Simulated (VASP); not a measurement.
SrO: single point with r2SCAN

SrO:

```xyz
2
Lattice="0.0000 2.5801 2.5801 2.5801 0.0000 2.5801 2.5801 2.5801 0.0000" Properties=species:S:1:pos:R:3 pbc="T T T"
Sr    0.1804    0.1804    0.1804
O     2.5801    2.5801    2.5801
```

Measurements of this composition are mostly on another form, of space group No. 225.

The cell isn't the ideal one: all Sr atoms moved +0.312 Å, as atom 1 along Cartesian [1 1 1].

```yaml
Program: VASP 6.6.1
Task: single point
Functional: r2SCAN
Potentials_or_basis: VASP PAW PBE potentials, release 64 (Sr_sv, O)
Cutoff: 520 eV
k_mesh: 8 × 8 × 8
Occupations: gaussian, width 0.05 eV
Spin: no spin polarisation
```

```json
{
  "Pressure": "3.2 GPa",
  "Largest force": "0.825 eV/Å",
  "Band gap on the k mesh": "4.39 eV, direct"
}
```

Forces on the atoms (eV/Å):
```
Sr  -0.476 -0.476 -0.476
O    0.476  0.476  0.476
```

Stress tensor (GPa, compression positive):
```
 3.19 -0.63 -0.63
-0.63  3.19 -0.63
-0.63 -0.63  3.19
```

Levels at points of the mesh, in eV from the valence-band top:
| k point | band 6 | band 7 | band 8 | band 9 | band 10 | band 11 |
| --- | --- | --- | --- | --- | --- | --- |
| (0.00, 0.00, 0.00) | -0.10 | -0.06 | -0.06 | 4.66 | 7.06 | 7.06 |
| (0.50, 0.00, 0.00) | -1.91 | -0.92 | -0.81 | 7.03 | 8.53 | 9.37 |
| (0.50, 0.50, 0.50) | -1.94 | -1.07 | -1.07 | 7.19 | 9.50 | 9.81 |
| (0.50, 0.50, 0.00) | -0.29 | -0.25 | 0.00 | 4.39 | 8.33 | 10.93 |

It took 53 s on 1 thread of Intel(R) Xeon(R) 6975P-C (Granite Rapids), on a shared host, peak memory 0.18 GiB.

Caveat: the PAW data sets were made with another functional, which shifts forces and pressure a little. A k mesh can miss the band edges.
